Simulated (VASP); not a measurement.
Runs of VASP 6.6.1 on C. Symmetry: P6/mmm, No. 191, hexagonal system. Conventional cell: a = 2.461 Å, b = 2.461 Å, c = 3.354 Å, α = 90.00°, β = 90.00°, γ = 120.00°. C (site symmetry -6m2) is surrounded by 3 C at 1.42 Å. The cell was built by a generator and needn't be a form met in nature.

```csv
level,gap on the mesh (eV),pressure (GPa)
SCAN,(a),-1.8
rev-vdW-DF2,0.17,(c)
SCAN+rVV10,0.15,-2.2
PBEsol,0.15,0.9
vdW-DF,(b),7.1
```

Alike in all rows: task single point; potentials or basis VASP PAW PBE potentials, release 64 (C); no spin polarisation; cell as given; k mesh 16 × 16 × 4; cutoff (eV) 520; smearing fermi-dirac 0.05 eV.

**Question.** Estimate the missing entries.

**Answer.** (a) 0.14; (b) 0.12; (c) 2.0.

Caveats: the PAW data sets were made with another functional, which shifts forces and pressure a little; this functional lacks dispersion, which binds the layers, so the pressure and a relaxed spacing across them are unreliable (some runs).

A k mesh can miss the band edges.

Runs at the PBE level aren't shown here.
